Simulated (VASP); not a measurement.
## Cd: single point with PBEsol

Cd:

```
Cd
1.0
     1.60803    0.92840    2.44929
    -1.60803    0.92840    2.44929
     0.00000   -1.85679    2.44929
Cd
1
Direct
  0.00000 0.00000 0.00000
```

This isn't the form of Cd at room conditions, which is hcp.

```json
{
 "Program": "VASP 6.6.1",
 "Task": "single point",
 "Functional": "PBEsol",
 "Potentials or basis": "VASP PAW PBE potentials, release 64 (Cd)",
 "Cutoff": "520 eV",
 "k mesh": "9 × 9 × 9",
 "Occupations": "gaussian, width 0.1 eV",
 "Spin": "no spin polarisation"
}
```

| Property | Result |
| --- | --- |
| Pressure | -1.7 GPa |
| Band gap on the k mesh | none (metal or under the smearing width) |

Stress tensor (GPa, compression positive):
```
-1.52  0.00  0.00
 0.00 -1.52  0.00
 0.00  0.00 -2.01
```

Levels at points of the mesh, in eV from the Fermi level:
| k point | band 3 | band 4 | band 5 | band 6 | band 7 | band 8 | band 9 | band 10 |
| --- | --- | --- | --- | --- | --- | --- | --- | --- |
| (0.00, 0.00, 0.00) | -8.98 | -8.78 | -8.61 | -8.61 | 13.44 | 14.08 | 14.08 | 16.92 |

Run time: 19 s on 1 thread of Intel(R) Xeon(R) Platinum 8375C CPU @ 2.90GHz (Ice Lake), with other jobs on the host, peak memory 0.15 GiB.

Caveat: the PAW data sets were made with another functional, which shifts forces and pressure a little.
